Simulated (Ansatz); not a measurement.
SnTe, DFT, PBE, all-electron LAPW, scalar-relativistic (Ansatz 0.2.0), run on 1 thread of Intel(R) Xeon(R) Platinum 8259CL CPU @ 2.50GHz (Skylake/Cascade Lake) on a shared host.

The cell is COD entry 9008726, as deposited and not checked against the literature; nothing was relaxed. The listed cell was then made from it by scaling, straining or moving an atom.

Command: `ansatz run input.yaml --threads 1 --pin off --max-ram 2048MiB --backend cpu --events-out ev --progress --plain --runs-dir out`

```yaml
crystal:
  lattice:
    - [0.0, 3.2082551003, 3.2082551003]
    - [3.2082551003, 0.0, 3.2082551003]
    - [3.2082551003, 3.2082551003, 0.0]
  atoms:
    - { symbol: Sn, position: [0.0, 0.0, 0.0] }
    - { symbol: Te, position: [0.5, 0.5, 0.5] }
kpoints:
  mp_grid: { grid: [11, 11, 11] }
scf:
  occupations: { method: fermi_dirac, width: 0.08 }
hamiltonian:
  xc: pbe
  pseudopotentials: { kind: all_electron, lapw: { basis_error: 0.00025 } }
output:
  forces: true
  stress: true
  eigenvalues: true
```

Question: How large is the problem that the program sets up?

Answer: 56 irreducible k-points, 459 plane waves at Γ, 28 bands.

Question: Estimate the wall time.

Answer: 19 s of wall time for 7 SCF iterations. Times on shared machines scatter by tens of per cent.

Question: And the same cell and mesh by PAW (frozen-core files), asked for forces, stress, eigenvalues, efg, on the same hardware?

Answer: 7.4 s.

Question: And the same cell and mesh by all-electron PAW (datasets made for this crystal), asked for forces, stress, eigenvalues, efg, on the same hardware?

Answer: 9.6 s.
